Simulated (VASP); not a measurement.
# CdF2: F into a neighbouring F vacancy, part 2 of 5

How hard is this move in CdF2: F into a neighbouring F vacancy? Both ends are relaxed first, then a band of images between them. The start is a cell from a database of measured crystal structures.

VASP 6.6.1; PBEsol; plane waves and PAW (Cd, F).

So far. Step 2 (Relax the host): The run ended after 2 ionic steps, 0.000 eV below its first step, once forces and stress met EDIFFG = -0.02.

## Step 3: Relax the start

System of this step: Cd12F23. The cell holds 35 atoms: 12 Cd and 23 F. Its edges and angles: a = 7.633 Å, b = 7.633 Å, c = 11.449 Å, α = 60.0°, β = 60.0°, γ = 60.0°. It derives from CdF2. Nearest the centre at fractional (0.250, 0.250, 0.333): F25 at 1.34 Å, Cd5 at 1.90 Å, Cd8 at 1.93 Å, F18 at 3.01 Å, F28 at 3.01 Å, F15 at 3.02 Å, F31 at 3.02 Å, F30 at 3.02 Å. The cell carries charge +1.

A path needs two true minima; the start is relaxed with symmetry off.

This cell carries charge +1, set by NELECT and balanced by a uniform background.

Input file INCAR:

```
SYSTEM = Cd12F23
PREC = Normal
ENCUT = 400
EDIFF = 1E-05
NELM = 120
ISMEAR = 0
SIGMA = 0.05
LREAL = Auto
ALGO = Fast
GGA = PS
NELECT = 304
LORBIT = 11
LWAVE = .FALSE.
LCHARG = .FALSE.
NCORE = 6
IBRION = 2
NSW = 60
ISIF = 2
EDIFFG = -0.05
POTIM = 0.4
MAXMIX = 40
ISYM = 0
```

Input file POSCAR:

```
Cd12F23
1.0
    0.0000000000      5.3970555238      5.3970555238
    5.3970555238      0.0000000000      5.3970555238
    8.0955832857      8.0955832857      0.0000000000
Cd F
12 23
Direct
    0.0014942797     -0.0002697709      0.0010336071
    0.0049191409     -0.0032649998      0.3322905722
    0.0027471345     -0.0013961297      0.6662708860
    0.0005206593      0.5015053083     -0.0002768896
    0.0001693976      0.4980440011      0.3328179353
   -0.0015778620      0.5004940979      0.6678167075
    0.5009873132     -0.0009571405     -0.0012935978
    0.5047736975     -0.0010430547      0.3333478308
    0.5011995006     -0.0018471578      0.6612002247
    0.5015807793      0.4992245559     -0.0005260515
    0.4933158655      0.5052848345      0.3350421947
    0.4986418423      0.5038152878      0.6691697738
    0.3732090159      0.3774115623      0.5804557812
    0.3712579729      0.3762101774      0.9161291992
    0.3732009118      0.8764349268      0.2488653994
    0.3739509308      0.8741728918      0.5841206279
    0.3761455639      0.8750434115      0.9181045702
    0.8769426194      0.3711991821      0.2505124548
    0.8730795439      0.3803092195      0.5819658049
    0.8721418028      0.3766949723      0.9154871187
    0.8735853415      0.8727749401      0.2516170320
    0.8765567895      0.8717135650      0.5827885438
    0.8729159498      0.8709740987      0.9199324135
    0.1262464797      0.1226509678      0.0855278162
    0.1283657333      0.1225734697      0.4162812500
    0.1199548100      0.1245539800      0.7525106105
    0.1258143448      0.6270587915      0.0816890259
    0.1194050137      0.6261660414      0.4163676724
    0.1234356889      0.6241917457      0.7527222219
    0.6266954183      0.1250403590      0.0833038363
    0.6236759727      0.1259726197      0.4181829949
    0.6232652329      0.1183937216      0.7537647059
    0.6226770787      0.6220409710      0.0849634737
    0.6247745996      0.6284213830      0.4152079550
    0.6287309028      0.6257857957      0.7491658631
```

Input file KPOINTS:

```
Automatic mesh
0
Gamma
2 2 1
0 0 0
```

The projector-augmented-wave data sets are Cd and F (PBE family, release 64).

Started as:

```bash
$ mpirun -np 6 vasp_std
```

Output:

```text
[banner, memory and clock lines left out]
running    6 mpi-ranks, on    1 nodes
 distrk:  each k-point on    6 cores,    1 groups
 distr:  one band on    6 cores,    1 groups

 POSCAR found type information on POSCAR CdF
 POSCAR found :  2 types and      35 ions
 [... a notice as in an earlier step ...]

 [... a notice as in an earlier step ...]

 LDA part: xc-table for (Slater+PW92), standard interpolation
|                                                                             |
|           W    W    AA    RRRRR   N    N  II  N    N   GGGG   !!!           |
|           W    W   A  A   R    R  NN   N  II  NN   N  G    G  !!!           |
|           W    W  A    A  R    R  N N  N  II  N N  N  G       !!!           |
|           W WW W  AAAAAA  RRRRR   N  N N  II  N  N N  G  GGG   !            |
|           WW  WW  A    A  R   R   N   NN  II  N   NN  G    G                |
|           W    W  A    A  R    R  N    N  II  N    N   GGGG   !!!           |
|                                                                             |
|     Your reciprocal lattice and k-lattice belong to different lattice       |
|     classes:                                                                |
|                                                                             |
|        The reciprocal lattice is body-centered orthorhombic,                |
|        whereas your k-lattice is base-centered monoclinic.                  |
|                                                                             |
|     Results are often still useful ...                                      |
|                                                                             |

 POSCAR, INCAR and KPOINTS ok, starting setup
 FFT: planning ... GRIDC
 FFT: planning ... GRID_SOFT
 FFT: planning ... GRID
 WAVECAR not read
 entering main loop
       N       E                     dE             d eps       ncg     rms          rms(c)
DAV:   1     0.254918523592E+04    0.25492E+04   -0.14908E+05  1464   0.139E+03
DAV:   2     0.474515259776E+02   -0.25017E+04   -0.23911E+04  1584   0.416E+02
DAV:   3    -0.148262868830E+03   -0.19571E+03   -0.19375E+03  1624   0.125E+02
DAV:   4    -0.150756920303E+03   -0.24941E+01   -0.24896E+01  1544   0.153E+01
DAV:   5    -0.150774281322E+03   -0.17361E-01   -0.17355E-01  1560   0.114E+00BRMIX: very serious problems
 the old and the new charge density differ
 old charge density:   305.00000 new  304.00002
    0.312E+01
RMM:   6    -0.135275502836E+03    0.15499E+02   -0.53108E+01  1456   0.161E+01    0.267E+01
RMM:   7    -0.134903746509E+03    0.37176E+00   -0.35054E+00  1456   0.461E+00    0.134E+01
RMM:   8    -0.134527944777E+03    0.37580E+00   -0.80114E-01  1456   0.252E+00    0.600E+00
RMM:   9    -0.134502440183E+03    0.25505E-01   -0.19393E-01  1456   0.149E+00    0.606E-01
RMM:  10    -0.134508724941E+03   -0.62848E-02   -0.98108E-02  1456   0.647E-01    0.719E-01
RMM:  11    -0.134506765932E+03    0.19590E-02   -0.14549E-02  1456   0.329E-01    0.128E-01
RMM:  12    -0.134507068791E+03   -0.30286E-03   -0.38741E-03  1456   0.142E-01    0.632E-02
RMM:  13    -0.134507087423E+03   -0.18633E-04   -0.62482E-04  1456   0.535E-02    0.232E-02
RMM:  14    -0.134507112584E+03   -0.25161E-04   -0.13959E-04  1154   0.202E-02    0.204E-02
RMM:  15    -0.134507112162E+03    0.42232E-06   -0.49499E-05  1106   0.155E-02
   1 F= -.13450711E+03 E0= -.13450711E+03  d E =-.134507E+03
 curvature:   0.00 expect dE= 0.000E+00 dE for cont linesearch  0.000E+00
 trial: gam= 0.00000 g(F)=  0.510E+00 g(S)=  0.000E+00 ort = 0.000E+00 (trialstep = 0.100E+01)
 search vector abs. value=  0.510E+00
 bond charge predicted
       N       E                     dE             d eps       ncg     rms          rms(c)
DAV:   1    -0.134702722594E+03   -0.19561E+00   -0.17060E+02  1504   0.359E+01    0.219E+00
RMM:   2    -0.134938297842E+03   -0.23558E+00   -0.27491E+00  1456   0.446E+00    0.138E+00
RMM:   3    -0.134927617143E+03    0.10681E-01   -0.20497E-01  1456   0.138E+00    0.800E-01
RMM:   4    -0.134922161098E+03    0.54560E-02   -0.60757E-02  1456   0.742E-01    0.912E-01
RMM:   5    -0.134918819431E+03    0.33417E-02   -0.16502E-02  1456   0.367E-01    0.166E-01
RMM:   6    -0.134919002501E+03   -0.18307E-03   -0.15724E-03  1456   0.110E-01    0.238E-01
RMM:   7    -0.134919079472E+03   -0.76971E-04   -0.38953E-04  1411   0.497E-02    0.123E-01
RMM:   8    -0.134919092697E+03   -0.13225E-04   -0.10037E-04  1165   0.215E-02    0.879E-02
RMM:   9    -0.134919094758E+03   -0.20611E-05   -0.30983E-05  1046   0.159E-02
   2 F= -.13491909E+03 E0= -.13491909E+03  d E =-.411983E+00
[... from here on, the cycles between the ionic steps are left out ...]
   3 F= -.13516570E+03 E0= -.13516570E+03  d E =-.658591E+00
   4 F= -.13529286E+03 E0= -.13529286E+03  d E =-.127160E+00
   5 F= -.13538784E+03 E0= -.13538784E+03  d E =-.222137E+00
   6 F= -.13543485E+03 E0= -.13543485E+03  d E =-.470052E-01
   7 F= -.13544808E+03 E0= -.13544808E+03  d E =-.602362E-01
   8 F= -.13547244E+03 E0= -.13547244E+03  d E =-.243633E-01
   9 F= -.13547844E+03 E0= -.13547844E+03  d E =-.303607E-01
  10 F= -.13549001E+03 E0= -.13549001E+03  d E =-.115740E-01
  11 F= -.13549095E+03 E0= -.13549095E+03  d E =-.125149E-01
  12 F= -.13549526E+03 E0= -.13549526E+03  d E =-.430912E-02
  13 F= -.13549536E+03 E0= -.13549536E+03  d E =-.441265E-02
 curvature:  -2.90 expect dE=-0.228E-02 dE for cont linesearch -0.137E-06
 trial: gam= 0.28622 g(F)=  0.784E-03 g(S)=  0.000E+00 ort =-0.157E-04 (trialstep = 0.272E+01)
 search vector abs. value=  0.120E-02
 bond charge predicted
       N       E                     dE             d eps       ncg     rms          rms(c)
DAV:   1    -0.135492028439E+03    0.33334E-02   -0.26925E+00  1480   0.480E+00    0.247E-01
RMM:   2    -0.135497037089E+03   -0.50087E-02   -0.53509E-02  1456   0.621E-01    0.109E-01
RMM:   3    -0.135496903409E+03    0.13368E-03   -0.25797E-03  1456   0.159E-01    0.758E-02
RMM:   4    -0.135496890542E+03    0.12866E-04   -0.39177E-04  1456   0.517E-02    0.355E-02
RMM:   5    -0.135496889057E+03    0.14852E-05   -0.74947E-05  1379   0.222E-02
  14 F= -.13549689E+03 E0= -.13549689E+03  d E =-.152460E-02
 trial-energy change:   -0.001525  1 .order   -0.001531   -0.002124   -0.000938
 step:   4.8790(harm=  4.8790)  dis= 0.00950  next Energy=  -135.497267 (dE=-0.190E-02)
 reached required accuracy - stopping structural energy minimisation
```

The job ended after 20 min (6 MPI ranks of AMD EPYC 7R13 (Zen 3), shared host; peak memory 0.86 GiB; 1.7 h of CPU time).

OUTCAR, selected parts (step 3):

```text
NELECT = 304

 ion  position               nearest neighbor table
   1  0.001  1.000  0.001-  27 2.32  26 2.32  24 2.33  17 2.33  30 2.34  21 2.34  20 2.35  23 2.36

 Found      4 irreducible k-points:

   k-points           NKPTS =      4   k-points in BZ     NKDIM =      4   number of bands    NBANDS=    182

   dimension x,y,z NGX =    40 NGY =   40 NGZ =   56
   dimension x,y,z NGXF=    80 NGYF=   80 NGZF=  112

   ENCUT  =  400.0 eV  29.40 Ry    5.42 a.u.  12.45 12.45 18.67*2*pi/ulx,y,z

 E-fermi :  -1.3817

 k-point     1 :       0.0000    0.0000    0.0000
  band No.  band energies     occupation
    ...
    148      -1.8232      2.00000
    149      -1.7703      2.00000
    150      -1.7266      2.00000
    151      -1.6997      2.00000
    152      -1.6727      2.00000
    153       1.1390      0.00000
    154       3.9733      0.00000
    155       3.9853      0.00000
    156       5.1924      0.00000
    157       5.2788      0.00000
    ...

 k-point     2 :       0.5000    0.0000    0.0000
  band No.  band energies     occupation
    ...
    148      -1.8754      2.00000
    149      -1.8511      2.00000
    150      -1.7532      2.00000
    151      -1.6852      2.00000
    152      -1.6293      2.00000
    153       2.9864      0.00000
    154       3.0272      0.00000
    155       3.9862      0.00000
    156       4.0543      0.00000
    157       4.8582      0.00000
    ...

  Total      -34.6313945    -34.6245870    -34.5062516      0.2366099     -0.0527016     -0.0463951
  in kB     -117.6491109   -117.6259845   -117.2239778      0.8038066     -0.1790368     -0.1576124
  external PRESSURE =    -117.4996911 kB  Pullay stress =       0.0000000 kB

  energy-cutoff  :      400.00
  volume of cell :      471.62
      direct lattice vectors                 reciprocal lattice vectors
     0.000000000  5.397055524  5.397055524    -0.092643108  0.092643108  0.092643108
     5.397055524  0.000000000  5.397055524     0.092643108 -0.092643108  0.092643108
     8.095583286  8.095583286  0.000000000     0.061762072  0.061762072 -0.061762072

 POSITION                                       TOTAL-FORCE (eV/Angst)
 -----------------------------------------------------------------------------------
      5.41167      5.41117     10.78718        -0.000727     -0.002305      0.005534
      2.66461      2.66407      0.03955         0.012679      0.015630     -0.005960
      5.39269      5.39189      0.01593        -0.019393     -0.012680      0.007566
      2.70453      5.40162      8.07017         0.001762      0.000341      0.004421
      5.45670      8.04947      8.03716        -0.003669     -0.002746      0.014249
      8.06306      5.39283      2.71380         0.007746      0.000664      0.004622
      5.40079      2.70456      8.06828         0.000626      0.006080      0.000678
      8.05019      5.45703      8.03616        -0.001201     -0.012772      0.014767
      5.39386      8.06317      2.71411        -0.003551      0.006395     -0.000935
     10.70115     10.70138      5.49595        -0.000224      0.000350     -0.012867
      5.45538      5.45609      5.44401        -0.005494     -0.007512     -0.001598
      8.11822      8.11744      5.35968        -0.001106     -0.000657      0.001080
      6.78092      6.78017      4.02444         0.012469      0.012601     -0.013712
      9.41501      9.41682      4.04082        -0.000389     -0.001189      0.005863
      6.73775      4.05371      6.74737         0.007092     -0.014412     -0.006332
      9.45323      6.75338      6.72423        -0.013746     -0.003806      0.009444
     12.14407      9.42010      6.76430         0.007623     -0.008216     -0.009436
      4.05405      6.73814      6.74735        -0.015350      0.001796     -0.007793
      6.75466      9.45247      6.72391        -0.003172     -0.009944      0.010439
      9.42069     12.14404      6.76660        -0.012965      0.002239     -0.013490
      6.74511      6.74533      9.43697         0.009102      0.010003      0.020814
      9.34489      9.34599      9.55470        -0.001144     -0.002212     -0.003778
     12.27659     12.27580      9.30447         0.010879      0.011303      0.004555
      1.35170      1.35101      1.34871         0.001191      0.003215     -0.001800
      4.04439      4.04319      1.58694        -0.004765      0.000641     -0.000738
      6.74414      6.74540      1.28557        -0.011107     -0.021405      0.010432
      4.03263      1.59346      4.05209         0.000181      0.014175     -0.003301
      6.52151      4.06241      4.04192         0.001165      0.009121     -0.006246
      9.51205      6.68910      4.03657         0.010331     -0.000712     -0.002237
      1.59409      4.03492      4.05333         0.016058     -0.004371     -0.006136
      4.06217      6.52275      4.04135         0.010791     -0.000025     -0.002533
      6.68862      9.51126      4.03503        -0.000946      0.011954      0.001733
      4.03943      4.03923      6.49846         0.003666      0.004229     -0.022395
      6.78420      6.78384      6.70186        -0.019303     -0.017455      0.011960
      9.41057      9.40895      6.84027         0.004890      0.011685     -0.006868
 -----------------------------------------------------------------------------------
    total drift:                                0.046257      0.054103      0.049462

  FREE ENERGIE OF THE ION-ELECTRON SYSTEM (eV)
  ---------------------------------------------------
  free  energy   TOTEN  =      -135.4968890571 eV

  energy  without entropy=     -135.4968890571  energy(sigma->0) =     -135.49688906

 total charge
# of ion       s       p       d       tot
------------------------------------------
    1        0.227   0.187   9.672  10.086
    2        0.231   0.190   9.672  10.093
    3        0.231   0.190   9.672  10.093
    4        0.227   0.187   9.672  10.086
    5        0.246   0.213   9.681  10.141
    6        0.227   0.188   9.673  10.088
    7        0.227   0.187   9.672  10.086
    8        0.246   0.213   9.681  10.141
    9        0.227   0.188   9.673  10.089
   10        0.244   0.211   9.680  10.135
   11        0.246   0.214   9.681  10.142
   12        0.230   0.196   9.678  10.104
   13        1.772   4.339   0.000   6.111
   14        1.772   4.338   0.000   6.110
   15        1.772   4.340   0.000   6.112
   16        1.772   4.338   0.000   6.111
   17        1.772   4.337   0.000   6.109
   18        1.772   4.340   0.000   6.112
   19        1.772   4.338   0.000   6.110
   20        1.772   4.337   0.000   6.109
   21        1.772   4.339   0.000   6.111
   22        1.771   4.329   0.000   6.100
   23        1.771   4.332   0.000   6.103
   24        1.772   4.341   0.000   6.113
   25        1.771   4.333   0.000   6.104
   26        1.772   4.336   0.000   6.108
   27        1.771   4.329   0.000   6.100
   28        1.771   4.332   0.000   6.104
   29        1.772   4.333   0.000   6.105
   30        1.771   4.329   0.000   6.100
   31        1.771   4.332   0.000   6.104
   32        1.772   4.333   0.000   6.105
   33        1.771   4.331   0.000   6.102
   34        1.773   4.352   0.000   6.125
   35        1.772   4.342   0.000   6.114
--------------------------------------------------
tot         43.558 102.098 116.109 261.765

[... 1 part as in an earlier step ...]

[... 4 further parts left out ...]
```

The steps of the relaxation:

| step | energy less that of the first step (eV) | largest force (eV/Å) |
| --- | --- | --- |
| 1 | 0.0000 | 1.1424 |
| 2 | -0.4120 | 0.7816 |
| 3 | -0.6586 | 0.4704 |
| 4 | -0.7858 | 0.3018 |
| 5 | -0.8807 | 0.3393 |
| 6 | -0.9277 | 0.2365 |
| 7 | -0.9410 | 0.2303 |
| 8 | -0.9653 | 0.1583 |
| 9 | -0.9713 | 0.1567 |
| 10 | -0.9829 | 0.0922 |
| 11 | -0.9838 | 0.0999 |
| 12 | -0.9881 | 0.0532 |
| 13 | -0.9883 | 0.0507 |
| 14 | -0.9898 | 0.0286 |

The atoms that moved most (Å):

| atom | dx | dy | dz | length |
| --- | --- | --- | --- | --- |
| F27 | -0.013 | 0.253 | -0.011 | 0.254 |
| F30 | 0.245 | -0.022 | -0.004 | 0.246 |
| F28 | -0.229 | 0.047 | 0.018 | 0.234 |
| F25 | 0.013 | -0.020 | 0.233 | 0.234 |
| F31 | -0.003 | -0.229 | -0.005 | 0.229 |
| F33 | -0.006 | -0.009 | -0.219 | 0.220 |
| F23 | 0.129 | 0.117 | -0.107 | 0.204 |
| F22 | -0.078 | -0.103 | 0.119 | 0.176 |

Final coordinates:

```xyz
35
Lattice="0.0000 5.3971 5.3971 5.3971 0.0000 5.3971 8.0956 8.0956 0.0000" Properties=species:S:1:pos:R:3 pbc="T T T"
Cd    0.0146    0.0141   -0.0069
Cd    2.6646    2.6641    0.0395
Cd    5.3927    5.3919    0.0159
Cd    2.7045    0.0046    2.6731
Cd    5.4567    2.6524    2.6401
Cd    8.0631    5.3928    2.7138
Cd    0.0037    2.7046    2.6712
Cd    2.6531    5.4570    2.6391
Cd    5.3939    8.0632    2.7141
Cd    2.6056    2.6058    5.4960
Cd    5.4554    5.4561    5.4440
Cd    8.1182    8.1174    5.3597
F     6.7809    6.7802    4.0244
F     9.4150    9.4168    4.0408
F     6.7378    4.0537    6.7474
F     9.4532    6.7534    6.7242
F    12.1441    9.4201    6.7643
F     4.0540    6.7381    6.7474
F     6.7547    9.4525    6.7239
F     9.4207   12.1440    6.7666
F     6.7451    6.7453    9.4370
F     9.3449    9.3460    9.5547
F    12.2766   12.2758    9.3045
F     1.3517    1.3510    1.3487
F     4.0444    4.0432    1.5869
F     6.7441    6.7454    1.2856
F     4.0326    1.5935    4.0521
F     6.5215    4.0624    4.0419
F     9.5120    6.6891    4.0366
F     1.5941    4.0349    4.0533
F     4.0622    6.5227    4.0414
F     6.6886    9.5113    4.0350
F     4.0394    4.0392    6.4985
F     6.7842    6.7838    6.7019
F     9.4106    9.4089    6.8403
```

A gap read on the k-mesh alone can miss the band edges.

Numbers from this step:

| Property | Result |
| --- | --- |
| electronic cycles | 106 |
| electrons | 304 |
| free energy (TOTEN) | -135.4969 eV |
| Fermi energy | -1.382 eV |
| gap on the k-mesh | 2.768 eV |
| least direct gap on the k-mesh | 2.812 eV |

The run ended after 14 ionic steps, 0.990 eV below its first step, once the forces on the free atoms met EDIFFG = -0.05.

(Part 2 of 5 ends here.)

[Lines on the potential files, build, host, timing and source positions are cut from VASP's logs without a mark.]

[Logs are printed without paths, hosts, clocks, repeated set-up lines and the standing remarks that a program may print on its own settings, such as how far it seeks lower states.]

[Hosts, paths, dates, database ids (printed as entryN), source tags and the programs' standing remarks are cut or masked in the printed files.]

[Runs that stopped without an error message from VASP are left out.]
